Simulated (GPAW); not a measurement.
# CoO (Pm-3m) in GPAW: convergence with k mesh

Aim: find how far k mesh must go before the results for CoO settle, at r2SCAN. This setting moves, with any that are tied to it; all else stays.

Everything below comes from runs of GPAW 26.7.0. Logs are shortened: lines on timing, memory, paths and dates and some standing lists are left out, and cuts for length are marked. The log counts tension as positive stress, the text compression.

## 1. The crystal as given

It takes space group Pm-3m (No. 221, cubic). The conventional cell has a = 2.571 Å, b = 2.571 Å, c = 2.571 Å, α = 90.00°, β = 90.00°, γ = 90.00°. Co (site symmetry m-3m) is surrounded by 8 O at 2.23 Å. Around O (site symmetry m-3m) lie 8 Co at 2.23 Å.

Measurements of this composition are mostly on another form, of space group No. 225.

## 2. With k mesh 2 × 2 × 2

Contents of run.py:

```python
from ase.dft.bandgap import bandgap
from ase.io import read, write
from ase.units import GPa
from gpaw import GPAW, PW

atoms = read('POSCAR')
atoms.set_initial_magnetic_moments([2.0, 0.0])

calc = GPAW(mode=PW(800),
            xc='MGGA_X_R2SCAN+MGGA_C_R2SCAN',
            kpts={'size': (2, 2, 2), 'gamma': True},
            occupations={'name': 'fermi-dirac', 'width': 0.05},
            nbands=17,
            convergence={'density': 1e-05, 'energy': 1e-05},
            maxiter=100,
            txt='gpaw.txt')
atoms.calc = calc
energy = atoms.get_potential_energy()
forces = atoms.get_forces()
stress = atoms.get_stress()
calc.write('gs.gpw')
write('result.traj', atoms)
print(f'Energy: {energy:.6f} eV')
print('Forces (eV/A):')
print(forces.round(4))
print('Stress (GPa):', (stress / GPa).round(3))
print('Moments:', calc.get_magnetic_moments().round(3))
print('Fermi level:', round(calc.get_fermi_level(), 4), 'eV')
print(f'Gap: {bandgap(calc)[0]:.4f} eV, direct: {bandgap(calc, direct=True)[0]:.4f} eV')
```

Contents of POSCAR:

```
CoO
1.0
    2.5705263100      0.0000000000      0.0000000000
    0.0000000000      2.5705263100      0.0000000000
    0.0000000000      0.0000000000      2.5705263100
Co O
1 1
Direct
    0.0000000000      0.0000000000      0.0000000000
    0.5000000000      0.5000000000      0.5000000000
```

Potentials or basis: GPAW PAW data sets (gpaw-data 1.2.1), pw.

On the command line:

```bash
$ OMP_NUM_THREADS=1 python run.py
```

gpaw.txt:

```text
__  _  _
 | _ |_)|_||  |
 |__||  | ||/\| - 26.7.0

Input parameters:
  mode=PW(ecut=800.0),
  convergence={'density': 1e-05, 'energy': 1e-05},
  kpts=MonkhorstPack(size=(2, 2, 2), gamma=True),
  maxiter=100,
  nbands=17,
  occupations=Occupations(name='fermi-dirac', width=0.05),
  xc=XC(name='MGGA_X_R2SCAN+MGGA_C_R2SCAN')

Diagonalizing LCAO Hamiltonian
Converting LCAO to pw mode
   .-----.
  /|     |
 * |     |
 | .-O---.
 |/     /
 Co----*

Atoms  # Å, Bohr magnetons
|   | symbol |        x |        y |        z |    initial magnetic moments |
|---|--------|----------|----------|----------|-----------------------------|
| 0 |     Co | 0.000000 | 0.000000 | 0.000000 | ( 0.0000,  0.0000,  2.0000) |
| 1 |      O | 1.285263 | 1.285263 | 1.285263 | ( 0.0000,  0.0000,  0.0000) |

Unit cell  # Å
| periodic |        x |        y |        z |  lengths |    angles |
|----------|----------|----------|----------|----------|-----------|
|      yes | 2.570526 | 0.000000 | 0.000000 | 2.570526 | 90.000000 |
|      yes | 0.000000 | 2.570526 | 0.000000 | 2.570526 | 90.000000 |
|      yes | 0.000000 | 0.000000 | 2.570526 | 2.570526 | 90.000000 |

Number of symmetries: 48
Symmetry operations  # r_c * U_cc + t_c -> r_c
|    | kind |            matrix            |
|----|------|------------------------------|
|  0 |  E   |  1, 0, 0,  0, 1, 0,  0, 0, 1 |
|  1 |  σ   |  1, 0, 0,  0, 1, 0,  0, 0,-1 |
|  2 |  σ   |  1, 0, 0,  0, 0, 1,  0, 1, 0 |
|  3 |  C4  |  1, 0, 0,  0, 0, 1,  0,-1, 0 |
|  4 |  C4  |  1, 0, 0,  0, 0,-1,  0, 1, 0 |
|  5 |  σ   |  1, 0, 0,  0, 0,-1,  0,-1, 0 |
|  6 |  σ   |  1, 0, 0,  0,-1, 0,  0, 0, 1 |
|  7 |  C2  |  1, 0, 0,  0,-1, 0,  0, 0,-1 |
|  8 |  σ   |  0, 1, 0,  1, 0, 0,  0, 0, 1 |
|  9 |  C2  |  0, 1, 0,  1, 0, 0,  0, 0,-1 |
| 10 |  C3  |  0, 1, 0,  0, 0, 1,  1, 0, 0 |
| 11 |  S6  |  0, 1, 0,  0, 0, 1, -1, 0, 0 |
| 12 |  S6  |  0, 1, 0,  0, 0,-1,  1, 0, 0 |
| 13 |  C3  |  0, 1, 0,  0, 0,-1, -1, 0, 0 |
| 14 |  C4  |  0, 1, 0, -1, 0, 0,  0, 0, 1 |
| 15 |  S4  |  0, 1, 0, -1, 0, 0,  0, 0,-1 |
| 16 |  C3  |  0, 0, 1,  1, 0, 0,  0, 1, 0 |
| 17 |  S6  |  0, 0, 1,  1, 0, 0,  0,-1, 0 |
| 18 |  σ   |  0, 0, 1,  0, 1, 0,  1, 0, 0 |
| 19 |  C4  |  0, 0, 1,  0, 1, 0, -1, 0, 0 |
| 20 |  C2  |  0, 0, 1,  0,-1, 0,  1, 0, 0 |
| 21 |  S4  |  0, 0, 1,  0,-1, 0, -1, 0, 0 |
| 22 |  S6  |  0, 0, 1, -1, 0, 0,  0, 1, 0 |
| 23 |  C3  |  0, 0, 1, -1, 0, 0,  0,-1, 0 |
| 24 |  S6  |  0, 0,-1,  1, 0, 0,  0, 1, 0 |
| 25 |  C3  |  0, 0,-1,  1, 0, 0,  0,-1, 0 |
| 26 |  C4  |  0, 0,-1,  0, 1, 0,  1, 0, 0 |
| 27 |  σ   |  0, 0,-1,  0, 1, 0, -1, 0, 0 |
| 28 |  S4  |  0, 0,-1,  0,-1, 0,  1, 0, 0 |
| 29 |  C2  |  0, 0,-1,  0,-1, 0, -1, 0, 0 |
| 30 |  C3  |  0, 0,-1, -1, 0, 0,  0, 1, 0 |
| 31 |  S6  |  0, 0,-1, -1, 0, 0,  0,-1, 0 |
| 32 |  C4  |  0,-1, 0,  1, 0, 0,  0, 0, 1 |
| 33 |  S4  |  0,-1, 0,  1, 0, 0,  0, 0,-1 |
| 34 |  S6  |  0,-1, 0,  0, 0, 1,  1, 0, 0 |
| 35 |  C3  |  0,-1, 0,  0, 0, 1, -1, 0, 0 |
| 36 |  C3  |  0,-1, 0,  0, 0,-1,  1, 0, 0 |
| 37 |  S6  |  0,-1, 0,  0, 0,-1, -1, 0, 0 |
| 38 |  σ   |  0,-1, 0, -1, 0, 0,  0, 0, 1 |
| 39 |  C2  |  0,-1, 0, -1, 0, 0,  0, 0,-1 |
| 40 |  σ   | -1, 0, 0,  0, 1, 0,  0, 0, 1 |
| 41 |  C2  | -1, 0, 0,  0, 1, 0,  0, 0,-1 |
| 42 |  C2  | -1, 0, 0,  0, 0, 1,  0, 1, 0 |
| 43 |  S4  | -1, 0, 0,  0, 0, 1,  0,-1, 0 |
[... 89 lines left out ...]
    |    d |        |       0.000 |    0.619 |

    Using partial waves for O as LCAO basis

Reference energy: -39943.562207  # eV

eigensolver:
  PPCG
  Converge bands: occupied
  niter=2

density mixing:
  MSR1-Mixer
  Pratt-step length: 0.05
  Maximum mixing coefficient: 0.75
  Old densities: 10
  SVD Regularization: 0.005
  Good broyden scale: 1.0
  Trust region scale: 1.0
  Backstep threshold: 4.0
  History deletion threshold: 6.0
  Fourier metric: weight=20.0, sigma=0.015

occupation numbers:
  Fermi-Dirac:
    width: 0.0500  # eV

poisson solver:
  ecut: 6400.0  # eV

xc functional:
  name: MGGA_X_R2SCAN+MGGA_C_R2SCAN with 2 nearest neighbor stencil

convergence criteria:
- Maximum integral of absolute [dens]ity change: 1e-05 electrons / valence electron
- Maximum [total energy] change in last 3 cyles: 1e-05 eV / valence electron
- Maximum integral of absolute [eigenst]ate change: 4e-08 eV^2 / valence electron
maximum number of iterations: 100

SCF iterations
|iter     | |      energy | eigst |  dens |  magmom |
|---------|-|-------------|-------|-------|---------|
|iter:   1| |  -22.325534 | +0.04 |       |  +2.0015|
|iter:   2| |  -20.031475 | -1.25 | -0.75 |  +2.0504|
|iter:   3| |  -19.753394 | -1.71 | -0.79 |  +2.2671|
|iter:   4| |  -19.849234 | -2.44 | -1.12 |  +2.4520|
|iter:   5| |  -19.924321 | -2.52 | -1.39 |  +2.8066|
|iter:   6| |  -19.914550 | -3.14 | -1.62 |  +2.9085|
|iter:   7| |  -19.915174 | -4.11 | -2.12 |  +2.9199|
|iter:   8| |  -19.915764 | -4.76 | -2.53 |  +2.9538|
|iter:   9| |  -19.915825 | -5.69 | -3.02 |  +2.9641|
|iter:  10| |  -19.915838c| -6.48 | -3.58 |  +2.9660|
|iter:  11| |  -19.915844c| -8.05c| -4.04 |  +2.9660|
|iter:  12| |  -19.915848c| -7.81c| -4.42 |  +2.9661|
|iter:  13| |  -19.915848c| -8.47c| -5.11c|  +2.9660|

Converged in 13 steps
Energy contributions relative to reference atoms: (reference = -39943.562207)

Energy contributions:
  Kinetic:          33.997801
  Coulomb:         -27.022920
  Zero:              0.029639
  External:          0.000000
  Xc:              -26.909800
  Entropy:          -0.021137
  Spinorbit:         0.000000
  ----------------------------
  Free energy:     -19.926417
  Extrapolated:    -19.915848

dipole moment: (-6.815721, -6.815721, -6.815721)  # |e|*Ang

Total magnetic moment: (0.000000, 0.000000, 2.966040)

Local magnetic moments
|        x |        y |        z |
|----------|----------|----------|
| 0.000000 | 0.000000 | 2.546547 |  # Co   0
| 0.000000 | 0.000000 | 0.355385 |  # O    1

Fermi level: 10.127
Eigenvalues  # (at kpt = [0.000, 0.000, 0.000])
| band index |      eig [eV] | occ [0-1] |      eig [eV] | occ [0-1] |
|------------|---------------|-----------|---------------|-----------|
|          0 |       -11.361 |     1.000 |       -10.627 |     1.000 |
|          1 |         5.000 |     1.000 |         7.837 |     1.000 |
|          2 |         5.000 |     1.000 |         7.837 |     1.000 |
|          3 |         7.169 |     1.000 |         8.432 |     1.000 |
|          4 |         7.169 |     1.000 |         8.432 |     1.000 |
|          5 |         7.169 |     1.000 |         8.432 |     1.000 |
|          6 |         7.398 |     1.000 |        10.845 |     0.000 |
|          7 |         7.398 |     1.000 |        10.845 |     0.000 |
|          8 |         7.398 |     1.000 |        10.845 |     0.000 |
|          9 |        11.843 |     0.000 |        12.514 |     0.000 |
|         10 |        26.637 |     0.000 |        27.515 |     0.000 |
|         11 |        26.637 |     0.000 |        27.515 |     0.000 |
|         12 |        32.118 |     0.000 |        33.110 |     0.000 |
|         13 |        32.118 |     0.000 |        33.110 |     0.000 |
|         14 |        32.118 |     0.000 |        33.110 |     0.000 |
|        ... |               |           |               |           |
|         16 |        38.802 |     0.000 |        41.665 |     0.000 |

No gap
No difference between direct/indirect transitions

Forces  # eV/Ang
|        x |        y |        z |
|----------|----------|----------|
|  0.00000 |  0.00000 |  0.00000 |  # Co   0
| -0.00000 | -0.00000 | -0.00000 |  # O    1

Stress tensor  # eV/Ang^3
|         x |         y |         z |
|-----------|-----------|-----------|
| -0.037350 |  0.000000 |  0.000000 |
|  0.000000 | -0.037350 |  0.000000 |
|  0.000000 |  0.000000 | -0.037350 |

# Writing to gs.gpw (mode='')
```

stdout:

```text
Energy: -19.915848 eV
Forces (eV/A):
[[ 0.  0.  0.]
 [-0. -0. -0.]]
Stress (GPa): [-5.984 -5.984 -5.984  0.     0.     0.   ]
Moments: [2.547 0.355]
Fermi level: 10.1274 eV
Gap: 0.0000 eV, direct: 0.0000 eV
```

Run time: 12 s. Hardware: 1 thread of Arm Neoverse V2, shared host; peak memory 0.22 GiB.

What came out:

- Free energy: -19.9264 eV
- Pressure: 6.0 GPa
- Band gap on the k mesh: none (metal or under the smearing width)
- Net moment: 2.97 μB per cell
- Site moments: Co +2.55; O +0.36 μB

## 3. With k mesh 3 × 3 × 3

run.py: that of step 2 with these lines changed.

```diff
@@ -10,3 +10,3 @@
             xc='MGGA_X_R2SCAN+MGGA_C_R2SCAN',
-            kpts={'size': (2, 2, 2), 'gamma': True},
+            kpts={'size': (3, 3, 3), 'gamma': True},
             occupations={'name': 'fermi-dirac', 'width': 0.05},
```

POSCAR is that of step 2.

Potentials or basis: GPAW PAW data sets (gpaw-data 1.2.1), pw.

On the command line:

```bash
$ OMP_NUM_THREADS=1 python run.py
```

Run time: 12 s. Hardware: 1 thread of Arm Neoverse V2, shared host; peak memory 0.22 GiB.

What came out:

```yaml
Free_energy: -21.0061 eV
Pressure: 13.2 GPa
Band_gap_on_the_k_mesh: 1.55 eV, indirect (least direct gap 1.60 eV)
Net_moment: 3.00 μB per cell
Site_moments: Co +2.56; O +0.28 μB
```

## 4. With k mesh 4 × 4 × 4

run.py: that of step 3 with these lines changed.

```diff
@@ -10,3 +10,3 @@
             xc='MGGA_X_R2SCAN+MGGA_C_R2SCAN',
-            kpts={'size': (3, 3, 3), 'gamma': True},
+            kpts={'size': (4, 4, 4), 'gamma': True},
             occupations={'name': 'fermi-dirac', 'width': 0.05},
```

POSCAR is that of step 3.

On the command line:

```bash
$ OMP_NUM_THREADS=1 python run.py
```

Wall time 26 s (1 thread of Arm Neoverse V2, shared host); peak memory 0.23 GiB.

Results:

```yaml
Free_energy: -21.0832 eV
Pressure: 13.4 GPa
Band_gap_on_the_k_mesh: 0.75 eV, indirect (least direct gap 0.79 eV)
Net_moment: 3.00 μB per cell
Site_moments: Co +2.57; O +0.27 μB
```

## 5. With k mesh 5 × 5 × 5

run.py: that of step 4 with these lines changed.

```diff
@@ -10,3 +10,3 @@
             xc='MGGA_X_R2SCAN+MGGA_C_R2SCAN',
-            kpts={'size': (4, 4, 4), 'gamma': True},
+            kpts={'size': (5, 5, 5), 'gamma': True},
             occupations={'name': 'fermi-dirac', 'width': 0.05},
```

POSCAR is that of step 4.

On the command line:

```bash
$ OMP_NUM_THREADS=1 python run.py
```

It took 28 s on 1 thread of Arm Neoverse V2, shared host; peak memory 0.23 GiB.

It converged, with:

```yaml
Free_energy: -21.1085 eV
Pressure: 13.3 GPa
Band_gap_on_the_k_mesh: 1.15 eV, direct
Net_moment: 3.00 μB per cell
Site_moments: Co +2.57; O +0.27 μB
```

## 6. With k mesh 7 × 7 × 7

run.py: that of step 5 with these lines changed.

```diff
@@ -10,3 +10,3 @@
             xc='MGGA_X_R2SCAN+MGGA_C_R2SCAN',
-            kpts={'size': (5, 5, 5), 'gamma': True},
+            kpts={'size': (7, 7, 7), 'gamma': True},
             occupations={'name': 'fermi-dirac', 'width': 0.05},
```

POSCAR is that of step 5.

Potentials or basis: GPAW PAW data sets (gpaw-data 1.2.1), pw.

On the command line:

```bash
$ OMP_NUM_THREADS=1 python run.py
```

Run time: 42 s. Hardware: 1 thread of Arm Neoverse V2, shared host; peak memory 0.23 GiB.

Results (log left out):

| Quantity | Value |
| --- | --- |
| Free energy | -21.1145 eV |
| Pressure | 13.4 GPa |
| Band gap on the k mesh | 0.98 eV, direct |
| Net moment | 3.00 μB per cell |
| Site moments | Co +2.57; O +0.27 μB |

## 7. With k mesh 8 × 8 × 8

run.py: that of step 6 with these lines changed.

```diff
@@ -10,3 +10,3 @@
             xc='MGGA_X_R2SCAN+MGGA_C_R2SCAN',
-            kpts={'size': (7, 7, 7), 'gamma': True},
+            kpts={'size': (8, 8, 8), 'gamma': True},
             occupations={'name': 'fermi-dirac', 'width': 0.05},
```

POSCAR is that of step 6.

On the command line:

```bash
$ OMP_NUM_THREADS=1 python run.py
```

It took 70 s on 1 thread of Arm Neoverse V2, shared host; peak memory 0.25 GiB.

It converged, with:

```yaml
Free_energy: -21.1148 eV
Pressure: 13.4 GPa
Band_gap_on_the_k_mesh: 0.75 eV, indirect (least direct gap 0.79 eV)
Net_moment: 3.00 μB per cell
Site_moments: Co +2.58; O +0.27 μB
```

## 8. With k mesh 9 × 9 × 9

run.py: that of step 7 with these lines changed.

```diff
@@ -10,3 +10,3 @@
             xc='MGGA_X_R2SCAN+MGGA_C_R2SCAN',
-            kpts={'size': (8, 8, 8), 'gamma': True},
+            kpts={'size': (9, 9, 9), 'gamma': True},
             occupations={'name': 'fermi-dirac', 'width': 0.05},
```

POSCAR is that of step 7.

On the command line:

```bash
$ OMP_NUM_THREADS=1 python run.py
```

Wall time 69 s (1 thread of Arm Neoverse V2, shared host); peak memory 0.25 GiB.

The run converged. Its results:

```yaml
Free_energy: -21.1151 eV
Pressure: 13.4 GPa
Band_gap_on_the_k_mesh: 0.91 eV, direct
Net_moment: 3.00 μB per cell
Site_moments: Co +2.57; O +0.27 μB
```

## 9. With k mesh 11 × 11 × 11

run.py: that of step 8 with these lines changed.

```diff
@@ -10,3 +10,3 @@
             xc='MGGA_X_R2SCAN+MGGA_C_R2SCAN',
-            kpts={'size': (9, 9, 9), 'gamma': True},
+            kpts={'size': (11, 11, 11), 'gamma': True},
             occupations={'name': 'fermi-dirac', 'width': 0.05},
```

POSCAR is that of step 8.

Potentials or basis: GPAW PAW data sets (gpaw-data 1.2.1), pw.

On the command line:

```bash
$ OMP_NUM_THREADS=1 python run.py
```

Wall time 1.8 min (1 thread of Arm Neoverse V2, shared host); peak memory 0.26 GiB.

Results (log left out):

| Item | Value |
| --- | --- |
| Free energy | -21.1151 eV |
| Pressure | 13.4 GPa |
| Band gap on the k mesh | 0.87 eV, direct |
| Net moment | 3.00 μB per cell |
| Site moments | Co +2.57; O +0.27 μB |

## 10. With k mesh 14 × 14 × 14

run.py: that of step 9 with these lines changed.

```diff
@@ -10,3 +10,3 @@
             xc='MGGA_X_R2SCAN+MGGA_C_R2SCAN',
-            kpts={'size': (11, 11, 11), 'gamma': True},
+            kpts={'size': (14, 14, 14), 'gamma': True},
             occupations={'name': 'fermi-dirac', 'width': 0.05},
```

POSCAR is that of step 9.

On the command line:

```bash
$ OMP_NUM_THREADS=1 python run.py
```

It took 3.8 min on 1 thread of Arm Neoverse V2, shared host; peak memory 0.31 GiB.

Results (log left out):

- Free energy: -21.1152 eV
- Pressure: 13.4 GPa
- Band gap on the k mesh: 0.75 eV, indirect (least direct gap 0.79 eV)
- Net moment: 3.00 μB per cell
- Site moments: Co +2.57; O +0.27 μB

## 11. The series at a glance

| k mesh | energy less the tightest run, at zero smearing (meV/atom) | pressure (GPa) | largest site moment (μB) | gap on the mesh (eV) | SCF cycles | CPU time (s) | peak memory (GiB) |
| --- | --- | --- | --- | --- | --- | --- | --- |
| 2 × 2 × 2 | 599.66 | 5.98 | 2.55 | 0.000 | 13 | 12 | 0.22 |
| 3 × 3 × 3 | 54.53 | 13.18 | 2.56 | 1.555 | 13 | 12 | 0.22 |
| 4 × 4 × 4 | 15.97 | 13.40 | 2.57 | 0.751 | 15 | 26 | 0.23 |
| 5 × 5 × 5 | 3.35 | 13.31 | 2.57 | 1.149 | 16 | 28 | 0.23 |
| 7 × 7 × 7 | 0.36 | 13.37 | 2.57 | 0.982 | 13 | 42 | 0.23 |
| 8 × 8 × 8 | 0.17 | 13.37 | 2.58 | 0.746 | 13 | 70 | 0.25 |
| 9 × 9 × 9 | 0.05 | 13.37 | 2.57 | 0.909 | 13 | 69 | 0.25 |
| 11 × 11 × 11 | 0.02 | 13.37 | 2.57 | 0.870 | 13 | 110 | 0.26 |
| 14 × 14 × 14 | 0.00 | 13.37 | 2.57 | 0.745 | 13 | 230 | 0.31 |

Against the tightest run, the energy stays within 1 meV/atom from 7 × 7 × 7 on; the pressure stays within 0.1 GPa from 4 × 4 × 4 on; the largest site moment stays within 0.02 μB from 3 × 3 × 3 on. Not settled before the last step: the gap on the mesh (to 0.01 eV). Meshes of other sizes hit other points, so gaps and Fermi surfaces needn't settle smoothly. The tightest run that finished is the yardstick and may itself not be fully converged.

Caveats: the PAW data sets were made with another functional, which shifts forces and pressure a little; a cell with one magnetic atom can't hold antiferromagnetic order, which such compounds often take.
